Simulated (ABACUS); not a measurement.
TePt:

```
Pt Te
1.0
     4.26288    0.00000    0.00000
    -2.13144    3.69176    0.00000
     0.00000    0.00000    5.66177
Pt Te
2 2
Direct
  0.00000 0.00000 0.00000
  0.00000 0.00000 0.50000
  0.33333 0.66667 0.25000
  0.66667 0.33333 0.75000
```

Measurements of this composition are mostly on another form, of space group No. 166.

| Property | Result |
| --- | --- |
| Program | ABACUS 3.10.1 |
| Task | single point |
| Functional | PBEsol |
| Potentials or basis | PseudoDojo NC SR 0.4.1 PBEsol standard |
| Cutoff | 1143 eV |
| Density cutoff | 4572 eV |
| Basis | plane waves |
| k mesh | 7 × 7 × 5 |
| Occupations | fermi-dirac, width 0.05 eV |
| Spin | no spin polarisation |

On this cell: pressure -4.6 GPa; largest force under 0.003 eV/Å; band gap on the k mesh none (metal or under the smearing width).

The same run follows on a disturbed copy (atoms moved at random, drawn with an rms of 0.05 Å):

```
CELL_PARAMETERS angstrom
4.26288 0.00000 0.00000
-2.13144 3.69176 0.00000
0.00000 0.00000 5.66177
ATOMIC_POSITIONS crystal
Pt 0.99496 0.98831 0.00616
Pt 0.99613 0.00148 0.49847
Te 0.33465 0.66674 0.24536
Te 0.66461 0.33698 0.75650
```

**Question.** What does the disturbed cell give?

**Answer.** The energy (extrapolated to zero smearing) moves by +4.0 meV/atom; pressure -4.5 GPa; largest force 0.342 eV/Å; band gap on the k mesh none (metal or under the smearing width).

Forces on the atoms (eV/Å):
```
Pt  -0.001  0.129 -0.317
Pt   0.016  0.046  0.291
Te  -0.053 -0.064  0.207
Te   0.039 -0.111 -0.181
```

Stress tensor (GPa, compression positive):
```
-3.80 -0.04 -0.03
-0.04 -3.91  0.05
-0.03  0.05 -5.69
```
